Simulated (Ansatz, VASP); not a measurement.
**InSe (In2Se2, 1 layer) in two plane-wave programs**

Aim: how closely do two programs agree when they are given the same cell, functional and k mesh? The structure shown is the start of the Ansatz relaxation below; VASP solves that cell, so the two are compared at the walk's first step.

Calculated with Ansatz 0.2.0; plane waves, with VASP 6.6.1 beside it; single point at PBE.

### Step 1. The starting structure

The cell holds 4 atoms: 2 Se and 2 In. Cell: a = 4.134 Å, b = 4.134 Å, c = 20.143 Å, α = 90.0°, β = 90.0°, γ = 120.0°. Vacuum lies along c.

### Step 2. Ansatz: relaxation, PBE

Ansatz runs on its default PAW (the set named soft_2) files.

The two programs are compared at the cell with which this relaxation starts, whose forces are those of its first step.

Contents of input.yaml:

```yaml
crystal:
  lattice:
    - [4.134, 0.0, 0.0]
    - [-2.067, 3.5801490192, 0.0]
    - [0.0, 0.0, 20.1429094641]
  atoms:
    - { symbol: Se, position: [0.3333333333, 0.6666666667, 0.3723394584] }
    - { symbol: In, position: [0.0, 0.0, 0.4295037292] }
    - { symbol: In, position: [0.0, 0.0, 0.5704962708] }
    - { symbol: Se, position: [0.3333333333, 0.6666666667, 0.6276605416] }
kpoints:
  mp_grid: { grid: [6, 6, 1] }
hamiltonian:
  xc: pbe
scf:
  occupations: { method: fermi_dirac, width: 0.05 }
  convergence: { dr2_threshold: 1.0e-08 }
efield:
  axis: 3
  dipole_correction: true
  ramp_position: 0.97
  ramp_width: 0.04
relax:
  f_tol: 0.01
  cell: { fix: [c, alpha, beta] }
output:
  write_potential: true
  write_density: true
  volumetric_format: npy
```

On the command line:

```console
$ ansatz run input.yaml --threads 4 --pin off --max-ram 8192MiB --backend cpu --events-out ev --progress --plain --runs-dir out
```

Numbers of over 12 decimals in the logs are rounded to 6 here.

What it wrote:

```text
Warning: relax.cell: scf.convergence.dr2_threshold = 1e-8 eV is looser than the 4e-10 eV advised for a relaxation that steers and ends on the stress (1e-10 eV for each atom of the cell: 4). What an SCF threshold leaves in a stress goes as its square root, and in the free energy as the threshold itself, and one threshold admits the most on a small cell: [figures from the program's tests cut] Set scf.convergence.dr2_threshold to 4e-10 eV or tighter. The threshold is an SCF's pass mark: one that does not reach it within its budget of iterations ends unconverged, or closes short of it on a stop that the run arms, and scf.convergence.dr2_threshold's page says what that costs each kind of run
Engine: ansatz 0.2.0, aarch64-unknown-linux-gnu
Pseudopotentials: kind: paw
Pseudopotential: Se, paw, valence charge 16, recommended cutoff 420 eV (normal), Se.paw.azcp
Pseudopotential: In, paw, valence charge 13, recommended cutoff 420 eV (normal), In.paw.azcp
Functional definition: PBE
  parameter kappa = 0.804
  parameter beta = 0.066725
  exchange = pbe_x(kappa = kappa, mu = beta*pi^2/3)
  correlation = pbe_c(beta = beta)
Crystal: 4 atoms, lattice volume = 298.122 Å³
Basis set: ecut = 420 eV, 5767 PW (Γ), exchange–correlation on 60×60×270 points (8 copies of the dense FFT grid, shifted against one another)
Bands: 35, of which v1, the nominal top of the filled ones, is band 29 counted from 1 (28 counted from 0)
Symmetry: 6 space group operations
k-points: 7 of 36 (time reversal used)
Non-local potential: Se, projectors of the file, l = 0: 2, l = 1: 2, l = 2: 3, l = 3: 1
Non-local potential: In, projectors of the file, l = 0: 2, l = 1: 2, l = 2: 2, l = 3: 2
PAW form: soft (Blöchl's): semilocal exchange-correlation on the pseudo side does not see the compensation charge
PAW one-centre angular grid: Se, 590 points (default); XC on 64 Gauss nodes
PAW one-centre angular grid: In, 590 points (default); XC on 64 Gauss nodes
Initial density: superposition of atomic densities (neutral atoms: chi_scale 0, normalization atom), corrected by the library's trained network
Initial wavefunctions: pseudopotential atomic-orbital guess
Functional: x = pbe(κ = 0.804, μ = 0.219515), c = pbe(β = 0.066725)
SCF iter   1: F=—  HF=-22135.874305 eV  |F-HF|=—  |Δ(HF+E_count)|=         —  Δρ=1.33e-3  dr2=1.04e-2  ethr=1.77e-3  p=-0.000 e·Å  D=-3.07e-5 V/Å  ΔV_dip=0.00 eV  dr2_dipole=1.83e-8  V_vac-E_F(+/−)=5.11/5.11 eV  ⟨swp⟩=7.9  Hψ=1167  notcnv=0
efield: sawtooth ramp at fractional position 0.9700 (set: `efield.ramp_position`, or a place that a band, a saddle search or an elastic batch's reference lends), width 0.0400; the density the first Hamiltonian is built on has a dipole p = -0.000 e·Å; the dipole correction subtracts the counter field D = -3.07e-5 V/Å, which shifts the + side's vacuum level by +0.00 eV against the − side's; the planar-averaged density in the ramp window peaks in size at 9.6e-6 e/Å³
preconditioner: auto → Resta (q_TF=auto, 2.077 Å⁻¹)  ε∞=1.9  [insulator: Δε(μ)=0.941 eV  Ē_g=13.816 eV  σ=0.050 eV  W_gap=1.00  n_scr=54 (ndim 8)  ℏωp=13.3 eV  f_vac=0.590  D(μ)=0.00/eV (n_scr^D=0)  ε∞_Penn≈1.9  vacuum switching on, ρ_ref=1.4e-2 e/Å³]
SCF iter   2: F=—  HF=-22135.873581 eV  |F-HF|=—  |Δ(HF+E_count)|=   7.24e-4  Δρ=4.80e-4  dr2=1.85e-3  ethr=1.80e-5  p=-0.000 e·Å  D=-6.63e-5 V/Å  ΔV_dip=0.00 eV  dr2_dipole=3.24e-7  V_vac-E_F(+/−)=5.11/5.11 eV  ⟨swp⟩=2.0  Hψ=394  notcnv=0  defer=7
SCF iter   3: F=—  HF=-22135.873564 eV  |F-HF|=—  |Δ(HF+E_count)|=   1.67e-5  Δρ=2.79e-4  dr2=3.07e-4  ethr=3.18e-6  p=0.000 e·Å  D=7.99e-5 V/Å  ΔV_dip=-0.00 eV  dr2_dipole=6.73e-7  V_vac-E_F(+/−)=5.14/5.14 eV  ⟨swp⟩=2.0  Hψ=276  notcnv=0  defer=7
SCF iter   4: F=—  HF=-22135.873783 eV  |F-HF|=—  |Δ(HF+E_count)|=   2.19e-4  Δρ=1.13e-4  dr2=7.54e-5  ethr=5.30e-7  p=-0.001 e·Å  D=-3.70e-4 V/Å  ΔV_dip=0.01 eV  dr2_dipole=1.15e-5  V_vac-E_F(+/−)=5.15/5.15 eV  ⟨swp⟩=2.0  Hψ=306  notcnv=0  defer=7
SCF iter   5: F=—  HF=-22135.873832 eV  |F-HF|=—  |Δ(HF+E_count)|=   4.91e-5  Δρ=6.21e-5  dr2=9.60e-5  ethr=1.30e-7  p=0.001 e·Å  D=6.80e-4 V/Å  ΔV_dip=-0.01 eV  dr2_dipole=4.21e-5  V_vac-E_F(+/−)=5.15/5.16 eV  ⟨swp⟩=2.0  Hψ=304  notcnv=0  defer=7
SCF iter   6: F=—  HF=-22135.873828 eV  |F-HF|=—  |Δ(HF+E_count)|=   4.46e-6  Δρ=1.48e-5  dr2=9.84e-7  ethr=1.30e-7  p=0.000 e·Å  D=1.96e-5 V/Å  ΔV_dip=-0.00 eV  dr2_dipole=1.07e-7  V_vac-E_F(+/−)=5.16/5.16 eV  ⟨swp⟩=1.6  Hψ=245  notcnv=0  defer=7
[...]
SCF 5 converged in 7 iterations: F = -22135.935019 eV  dr2 = 3.75e-10
relax step   5: F+E_penalty+E_count = -22135.93501940 eV  Δ(F+E_penalty+E_count) = -4.301e-4 eV  max|allowed force component| = 8.599e-3 eV/Å  Δτ_max = 0.0047 Å  P = -0.018 GPa  Ω = 291.289 Å³  energy of the carried Pulay correction = +5.033e-4 eV  fix = [c, alpha, beta]  reactions: c -0.023 GPa  (7 SCF iters, accepted)
Initial wavefunctions: pseudopotential atomic-orbital guess (no wavefunctions were taken with the density)
iter 1 solved again at ethr=5.74e-8 eV; its pass at ethr=3.10e-3 eV (dr2=3.33e-5 eV) is discarded
SCF iter   1: F=—  HF=-22135.934452 eV  |F-HF|=—  |Δ(HF+E_count)|=         —  Δρ=2.22e-5  dr2=2.64e-7  ethr=5.74e-8  p=0.000 e·Å  D=9.90e-6 V/Å  ΔV_dip=-0.00 eV  dr2_dipole=3.93e-11  V_vac-E_F(+/−)=5.19/5.19 eV  ⟨swp⟩=4.0  Hψ=1910  notcnv=0
efield: sawtooth ramp at fractional position 0.9700 (set: `efield.ramp_position`, or a place that a band, a saddle search or an elastic batch's reference lends), width 0.0400; the density the first Hamiltonian is built on has a dipole p = 0.000 e·Å; the dipole correction subtracts the counter field D = 9.90e-6 V/Å, which shifts the + side's vacuum level by -0.00 eV against the − side's; the planar-averaged density in the ramp window peaks in size at 1.2e-5 e/Å³
preconditioner: auto → Resta (q_TF=auto, 2.085 Å⁻¹)  ε∞=2.0  [insulator: Δε(μ)=1.398 eV  Ē_g=13.727 eV  σ=0.050 eV  W_gap=1.00  n_scr=54 (ndim 8)  ℏωp=13.4 eV  f_vac=0.579  D(μ)=0.00/eV (n_scr^D=0)  ε∞_Penn≈2.0  vacuum switching on, ρ_ref=1.4e-2 e/Å³]
SCF iter   2: F=—  HF=-22135.934513 eV  |F-HF|=—  |Δ(HF+E_count)|=   6.10e-5  Δρ=1.02e-5  dr2=5.63e-8  ethr=4.55e-10  p=0.000 e·Å  D=1.18e-5 V/Å  ΔV_dip=-0.00 eV  dr2_dipole=1.06e-10  V_vac-E_F(+/−)=5.19/5.19 eV  ⟨swp⟩=2.0  Hψ=445  notcnv=0
SCF iter   3: F=-22135.934513 eV  HF=-22135.934513 eV  |F-HF|=1.20e-9  |Δ(HF+E_count)|=   6.29e-8  Δρ=2.58e-6  dr2=7.40e-9  ethr=1.72e-11  p=0.000 e·Å  D=6.24e-6 V/Å  ΔV_dip=-0.00 eV  dr2_dipole=1.83e-9  V_vac-E_F(+/−)=5.19/5.19 eV  ⟨swp⟩=9.3  Hψ=1764  notcnv=0
SCF 6 converged in 3 iterations: F = -22135.934513 eV  dr2 = 7.40e-9
relax step   6: F+E_penalty+E_count = -22135.93451264 eV  Δ(F+E_penalty+E_count) = +5.068e-4 eV  max|allowed force component| = 8.536e-3 eV/Å  Δτ_max = 0.0000 Å  P = -0.019 GPa  Ω = 291.289 Å³  fix = [c, alpha, beta]  reactions: c -0.023 GPa  stress off target by 1.65e-2 GPa on what of the cell is left free  SCF on the basis re-selected at this cell (its energy is not comparable with the rows above)  (3 SCF iters)
basis re-selected at this cell: Δ(F+E_penalty+E_count) = +5.068e-4 eV, ΔP = -0.000 GPa vs the last step (what re-selecting the basis moved, of the pressure what is left beyond the Pulay correction that the steps carried, after the strain that the cell walked since its last selection, with what the two solves' SCF thresholds leave and, on support functions, any second-order correction that the steps lacked; it is no m [...]
WARN: The output density's exchange-correlation potential varies sharply where the density is thin. Do not read a vacuum level from v_tot or v_xc, or from such a field of the output density. On a cell that repeats whose density bears no net charge and no dipole along the vacuum's axis use v_es (v_loc + v_h of the components); under efield.dipole_correction with no amplitude use v_es + v_field, which holds any externa [...]
SCF converged after 3 iterations
Free energy (F): -22135.934513 eV
Harris-Foulkes:  -22135.934513 eV  (|F-HF|=1.20e-9)
Internal energy: -22135.934512 eV  (E = F + TS)
E sigma→0 (E₀):  -22135.934513 eV
Entropy (-TS):   -0.000000 eV (-0.000 meV/atom)
Fermi energy:    -0.160210 eV
Dipole field:    D = 0.000054 V/Å  (p = 0.000087 e·Å, saw-weighted, corrected)
Work function:   Φ+ = 5.1908 eV   Φ− = 5.1919 eV
Levels:          The Fermi level and band energies are counted from a zero that moves with the ramp; work functions are not
--- Per-component energies (eV) ---
  E_band       = -1342.493066
  E_kinetic    = 720.541834
  E_local      = -34542.391947  (includes V_loc(G=0)·N_el)
  E_nonlocal   = -457.013382
  E_hartree    = 16749.397652
  E_xc         = -637.596669
  E_vxc        = -392.934482  (∫ρ·V_xc dr)
  E_paw        = -12132.842706  (= ΣΔE_a)
  E_vpaw       = -169.489264  (= ΣTr[D̂ρ^β])
  E_aug_tail   = -0.001160  (compensation charges beyond the density's cutoff)
  E_efield     = 0.000000  (sawtooth field / dipole correction)
  E_vefield    = -0.000630  (∫n·V_field dr)
  E_ewald      = 8163.971866
  E_smearing   = -0.000000  (= −TS)
  E_closure    = 0.000000  (closes the sum)
  Σ components = -22135.934513   (vs F -22135.934513, Δ=0.00e0)
--- Forces (eV/Å), atoms counted from 1 ---
  atom   1  Se    -0.00000000     0.00000000     0.00846490
  atom   2  In     0.00000000    -0.00000000    -0.00126153
  atom   3  In     0.00000000    -0.00000000     0.00132806
  atom   4  Se    -0.00000000     0.00000000    -0.00853783
  max |Σ_I F_I| component: 6.40e-6 eV/Å
--- Stress (GPa, compression-positive) ---
       -0.016513      -0.000000       0.000000
        0.000000      -0.016513       0.000000
        0.000000       0.000000      -0.023182
  P = ⅓ Tr σ = -0.0187 GPa (-0.187 kbar)
--- Band table (eV; the first three rows and the last of 7) ---
  k-point 0: bands = [... 25 lower, -1.4958, -1.4237, -1.4237, -0.9718, 0.4917, 1.7101, 3.9696, 3.9696, ... 2 higher]
  k-point 1: bands = [... 25 lower, -2.3569, -1.7856, -1.6812, -0.9065, 1.4006, 2.4148, 3.2980, 4.1855, ... 2 higher]
  k-point 2: bands = [... 25 lower, -2.5896, -2.2726, -2.1212, -1.2647, 1.5423, 1.5434, 3.5569, 3.7896, ... 2 higher]
  k-point 6: bands = [... 25 lower, -3.6407, -2.6223, -2.1792, -1.9769, 1.6909, 2.0391, 3.1040, 4.1451, ... 2 higher]
--- Relaxed structure (5 steps of the walk, 4 accepted, 1 SCFs on fresh bases) ---
  F+E_penalty+E_count = -22135.93451264 eV   max|allowed force component| = 8.536e-3 eV/Å   (the final SCF, on the basis selected at the relaxed cell)
  cell:  # Å, volume = 291.2893 Å³
    - [4.086353, 0.0, 0]
    - [-2.043176, 3.538885, 0]
    - [0, 0, 20.1429094641]
  atoms:
    - { symbol: Se, position: [0.333333, 0.666667, 0.366550] }
    - { symbol: In, position: [0, -3.700743415524894e-17, 0.429842] }
    - { symbol: In, position: [0, -3.700743415524894e-17, 0.570158] }
    - { symbol: Se, position: [0.333333, 0.666667, 0.633450] }
```

### Step 3. VASP: single point, PBE, start cell

The same cell, functional, mesh and smearing now go to VASP, with its own data sets.

Lines of VASP's logs that name or quote its potential files are left out, and so is its time.

Contents of INCAR:

```
SYSTEM = InSe
PREC = Accurate
ENCUT = 400
EDIFF = 1E-06
NELM = 120
ISMEAR = -1
SIGMA = 0.05
LREAL = .FALSE.
ALGO = Normal
GGA = PE
NBANDS = 25
LORBIT = 11
LWAVE = .FALSE.
LCHARG = .FALSE.
ISIF = 2
LDIPOL = .TRUE.
IDIPOL = 3
DIPOL = 0.5 0.5 0.5
LVHAR = .TRUE.
LASPH = .TRUE.
GGA_COMPAT = .FALSE.
EFERMI = MIDGAP
NELMDL = -8
```

Contents of POSCAR:

```
InSe
1.0
    4.1340000000      0.0000000000      0.0000000000
   -2.0670000000      3.5801490000      0.0000000000
    0.0000000000      0.0000000000     20.1429090000
Se In
2 2
Direct
    0.3333333333      0.6666666667      0.3723394670
    0.3333333333      0.6666666667      0.6276605330
    0.0000000000      0.0000000000      0.4295037524
    0.0000000000      0.0000000000      0.5704962972
```

Contents of KPOINTS:

```
Automatic mesh
0
Gamma
6 6 1
0 0 0
```

PAW data sets: Se and In_d (PBE family, release 64).

On the command line:

```console
$ mpirun -np 1 vasp_std
```

What it wrote:

```text
[banner, memory and clock lines left out]
running    1 mpi-ranks, on    1 nodes
 distrk:  each k-point on    1 cores,    1 groups
 distr:  one band on    1 cores,    1 groups

 POSCAR found type information on POSCAR SeIn
 POSCAR found :  2 types and       4 ions
 LDA part: xc-table for (Slater+PW92), standard interpolation
 POSCAR, INCAR and KPOINTS ok, starting setup
 FFT: planning ... GRIDC
 FFT: planning ... GRID_SOFT
 FFT: planning ... GRID
 WAVECAR not read
 entering main loop
       N       E                     dE             d eps       ncg     rms          rms(c)
DAV:   1     0.291480644784E+03    0.29148E+03   -0.14096E+04   374   0.106E+03
DAV:   2     0.169043038877E+02   -0.27458E+03   -0.27027E+03   396   0.299E+02
DAV:   3    -0.135506374553E+02   -0.30455E+02   -0.30209E+02   466   0.126E+02
DAV:   4    -0.145985163188E+02   -0.10479E+01   -0.10467E+01   420   0.297E+01
DAV:   5    -0.146379670319E+02   -0.39451E-01   -0.39448E-01   539   0.483E+00
DAV:   6    -0.146390547721E+02   -0.10877E-02   -0.10877E-02   556   0.677E-01
DAV:   7    -0.146390674787E+02   -0.12707E-04   -0.12707E-04   540   0.691E-02
DAV:   8    -0.146390678016E+02   -0.32288E-06   -0.32271E-06   436   0.103E-02    0.631E+00
DAV:   9    -0.141656852961E+02    0.47338E+00   -0.99840E-01   446   0.157E+01    0.390E+00
DAV:  10    -0.141510797221E+02    0.14606E-01   -0.53816E-01   492   0.515E+00    0.981E-01
DAV:  11    -0.141461603334E+02    0.49194E-02   -0.54371E-02   527   0.276E+00    0.573E-01
DAV:  12    -0.141474926388E+02   -0.13323E-02   -0.74073E-03   386   0.459E-01    0.120E-01
DAV:  13    -0.141475858370E+02   -0.93198E-04   -0.44317E-04   514   0.216E-01    0.756E-02
DAV:  14    -0.141477585087E+02   -0.17267E-03   -0.33040E-04   383   0.124E-01    0.229E-02
DAV:  15    -0.141477759747E+02   -0.17466E-04   -0.18668E-05   464   0.409E-02    0.130E-02
DAV:  16    -0.141478487523E+02   -0.72778E-04   -0.25524E-05   417   0.269E-02    0.912E-03
DAV:  17    -0.141478672718E+02   -0.18520E-04   -0.36229E-06   360   0.221E-02    0.317E-03
DAV:  18    -0.141479218124E+02   -0.54541E-04   -0.59182E-06   331   0.929E-03    0.239E-03
DAV:  19    -0.141479430530E+02   -0.21241E-04   -0.23447E-06   328   0.767E-03    0.145E-03
DAV:  20    -0.141479546990E+02   -0.11646E-04   -0.44381E-07   303   0.562E-03    0.997E-04
DAV:  21    -0.141479652552E+02   -0.10556E-04   -0.23999E-07   285   0.363E-03    0.510E-04
DAV:  22    -0.141479737085E+02   -0.84533E-05   -0.19359E-07   257   0.176E-03    0.428E-04
DAV:  23    -0.141479784155E+02   -0.47070E-05   -0.17551E-07   266   0.123E-03    0.353E-04
DAV:  24    -0.141479786454E+02   -0.22993E-06   -0.80252E-09   266   0.673E-04
   1 F= -.14147979E+02 E0= -.14147972E+02  d E =-.135159E-04
```

(Continued in part 2 of 2.)

[Lines on the potential files, build, host, timing and source positions are cut from VASP's logs without a mark.]

[Logs are printed without paths, hosts, clocks, repeated set-up lines and the standing remarks that a program may print on its own settings, such as how far it seeks lower states.]

[Hosts, paths, dates, database ids (printed as entryN), source tags and the programs' standing remarks are cut or masked in the printed files.]
